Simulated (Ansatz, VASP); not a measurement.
# W: VASP beside Ansatz

INCAR

```
SYSTEM = W
PREC = Accurate ; ENCUT = 520
EDIFF = 1E-6 ; ISMEAR = -1
SIGMA = 0.05 ; LREAL = .FALSE.
LASPH = .TRUE. ; NELM = 60
ALGO = Normal ; ISIF = 2
LWAVE = .FALSE. ; LCHARG = .FALSE.
GGA = PE ; NBANDS = 13
```

File KPOINTS:

```
regular mesh
0
G
  14 14 14
  0 0 0
```

The input POSCAR:

```
W
1.0
    0.0609000000      2.0604500000      2.0604500000
    2.0604500000      0.0609000000      2.0604500000
    2.0604500000      2.0604500000      0.0609000000
W
1
Direct
    0.0000000000      0.0000000000      0.0000000000
```

Input for Ansatz:

```yaml
crystal:
  lattice:
    - [0.0609, 2.06045, 2.06045]
    - [2.06045, 0.0609, 2.06045]
    - [2.06045, 2.06045, 0.0609]
  atoms:
    - { symbol: W, position: [0.0, 0.0, 0.0] }
kpoints:
  mp_grid: { grid: [14, 14, 14] }
  band_path:
    path:
      - [0.0, 0.0, 0.0]
      - [0.5, 0.5, 0.5]
      - [0.2428775097, 0.5, 0.7571224903]
      - [-0.2428775097, 0.2428775097, 0.5]
      - [0.0, 0.0, 0.5]
      - [0.0, 0.0, 0.0]
      - [-0.3714387548, 0.0, 0.3714387548]
      - [0.0, 0.3714387548, 0.6285612452]
      - [0.0, 0.5, 0.5]
    npoints: 5
scf:
  occupations: { method: fermi_dirac, width: 0.05 }
hamiltonian:
  xc: pbe
  pseudopotentials: { kind: all_electron, lapw: { basis_error: 0.00025 } }
output:
  forces: true
  stress: true
  eigenvalues: true
```

Change from the starting cell: equal xy, yz and zx shear strains of +3 %.

Alike in both runs: task single point; functional PBE; k mesh 14 × 14 × 14; occupations fermi-dirac, width 0.05 eV; no spin polarisation.

|  | VASP | Ansatz |
| --- | --- | --- |
| version | VASP 6.6.1 | Ansatz 0.2.0 |
| potentials or method | VASP PAW PBE potentials, release 64 (W_sv) | all-electron LAPW, scalar-relativistic |
| plane-wave cutoff (eV) | 520 | see its input |

Ansatz gave:

```
pressure (GPa)                                  : -3.9
largest component of the traceless stress (GPa) : 1.29
```

Problem. Which values does VASP return?

Solution. Pressure (GPa): -3.7; largest component of the traceless stress (GPa): 1.29.

Ansatz ran all-electron here, so the differences hold the error of VASP's frozen core and of both bases.

The runs have no spin-orbit coupling, so splittings on W are missing.
